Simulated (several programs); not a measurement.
Many methods on one cell: PbI2 (CdI2 type)

PbI2 in the CdI2-type structure, relaxed with r2SCAN+rVV10 in Ansatz, was computed with several methods. Space group P-3m1 (No. 164), trigonal; conventional cell a = 4.564 Å, c = 7.048 Å, 42.38 Å³ an atom. Around Pb lie 6 I at 3.24 Å; around I lie 3 Pb at 3.24 Å. Calculated for a static, non-magnetic cell.

```
CELL_PARAMETERS angstrom
4.56408 0.00000 0.00000
-2.28204 3.95261 0.00000
0.00000 0.00000 7.04751
ATOMIC_POSITIONS crystal
Pb 0.00000 0.00000 0.00000
I 0.33333 0.66667 0.26671
I 0.66667 0.33333 0.73329
```

Gaps and times are for a single point on this cell; volume and bulk modulus come from each method's own relaxation or energy curve at fixed shape, which is too stiff where a cell has free coordinates or axes. Times are rough, from shared hosts (Arm Neoverse V1; NVIDIA H100 80GB HBM3), and each method has its own mesh and cell size. A double dagger marks a value from a curve with shape and coordinates held. A star marks a curve whose lowest point is an end point. PM6 (MOPAC), PM7 (MOPAC), GFN1-xTB (tblite), GFN2-xTB (tblite) treat a cluster of cells at its zone centre, which samples few k points: where these miss a band edge, the gap comes out too large for that reason alone. Gaps from k meshes are read at a limited set of points (mesh, symmetry points, PBE's band edges), so each method's own least gap may be somewhat smaller. xTB and the PM methods were fitted mostly to molecules, and can miss a solid's gap by electronvolts. Minimal bases can be far off for gaps. Times of the plane-wave ladder aren't listed, since it ran on unlike processors and cards. Curves at held shape can't give the bulk modulus of a layered or molecular crystal, so none is listed. GLLB-SC's gap includes the derivative discontinuity. G0W0 is at finite bands, cutoff and mesh. d marks a direct gap, i an indirect one (no mark: not told apart), a dash a value that wasn't computed or didn't pass its checks.

```
                               method              kind  gap (eV)  own volume (Å³/atom)  bulk modulus (GPa)  atoms computed  processor time
 light PBE (260 eV and a coarse mesh)  light plane-wave    2.24 d                     –                   –               3           1.5 s
                    GFN1-xTB (tblite)     tight binding      3.01                39.36‡                   –         cluster           1.6 s
                    GFN2-xTB (tblite)     tight binding      4.69               38.33*‡                   –         cluster           2.7 s
                       PBE/SZV (CP2K)       small basis    2.38 d               47.00*‡                   –               3           6.2 s
                          PM6 (MOPAC)    semi-empirical      4.90                     –                   –         cluster           6.8 s
                                  PBE         semilocal    2.23 d                     –                   –               3               –
                          PM7 (MOPAC)    semi-empirical      6.63                     –                   –         cluster           7.1 s
               PBE/single zeta (GPAW)       small basis    2.08 d                     –                   –               3           7.4 s
                      PBE/DZVP (CP2K)       small basis    2.21 d                44.45‡                   –               3            13 s
                               r2SCAN         semilocal    2.63 d                     –                   –               3               –
G0W0@r2SCAN (180 eV screening cutoff)         many-body      3.46                     –                   –               3               –
                       GLLB-SC (GPAW)   model potential      3.72                     –                   –               3            54 s
   G0W0@PBE (260 eV screening cutoff)         many-body      3.26                     –                   –               3               –
```

Against r2SCAN (2.63 eV) and with closed or daggered gaps left aside, the nearest gap at the points sampled is that of PBE/SZV (CP2K) (-0.25 eV) and the farthest that of PM7 (MOPAC) (+4.00 eV). r2SCAN is only a yardstick of convenience: semilocal gaps usually lie below measured ones, which GLLB-SC and hybrids aim to mend.

No spin-orbit coupling is included; it can move band edges with weight on the heavy atoms by tenths of an eV.
